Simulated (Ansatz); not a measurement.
HfSiO4 (Hafnon) in Ansatz: the effect of functional

The system is HfSiO4 (Hafnon).

```
CELL_PARAMETERS angstrom
-3.28625 3.28625 2.98160
3.28625 -3.28625 2.98160
3.28625 3.28625 -2.98160
ATOMIC_POSITIONS crystal
Hf 0.00000 0.00000 0.00000
Hf 0.75000 0.25000 0.50000
Si 0.50000 0.50000 0.00000
Si 0.25000 0.75000 0.50000
O 0.68020 0.49570 0.81550
O 0.24570 0.93020 0.31550
O 0.68020 0.86470 0.18450
O 0.61470 0.93020 0.68450
O 0.06980 0.38530 0.31550
O 0.50430 0.31980 0.18450
O 0.06980 0.75430 0.68450
O 0.13530 0.31980 0.81550
```

Alike in all runs:

```yaml
Program: Ansatz 0.2.0
Task: band structure
Potentials_or_basis: Ansatz PAW
k_mesh: 5 × 5 × 5
Occupations: fermi-dirac, width 0.05 eV
Spin: no spin polarisation
```

```tsv
functional	cutoff	gap on the mesh (eV)	pressure (GPa)	largest force (eV/Å)
PBEsol	420 eV (not typed: the program's choice for these potentials)	5.36	1.3	0.44
RPBE	420 eV (not typed: the program's choice for these potentials)	?	?	?
revPBE	420 eV (not typed: the program's choice for these potentials)	5.52	11.1	0.36
BLYP	420 eV (not typed: the program's choice for these potentials)	5.48	12.0	0.16
r2SCAN	500 eV (not typed: the program's choice for these potentials)	6.03	1.1	0.06
```

What does the run with functional RPBE give?

gap on the mesh 5.54 eV; pressure 12.3 GPa; largest force 0.37 eV/Å.

Caveats: spin-orbit coupling is left out, which moves the levels of the heavy elements; the PAW data sets come from PBE, with cores solved anew for the run's functional, which leaves a small shift of forces and pressure.

Runs at the PBE level aren't shown here.
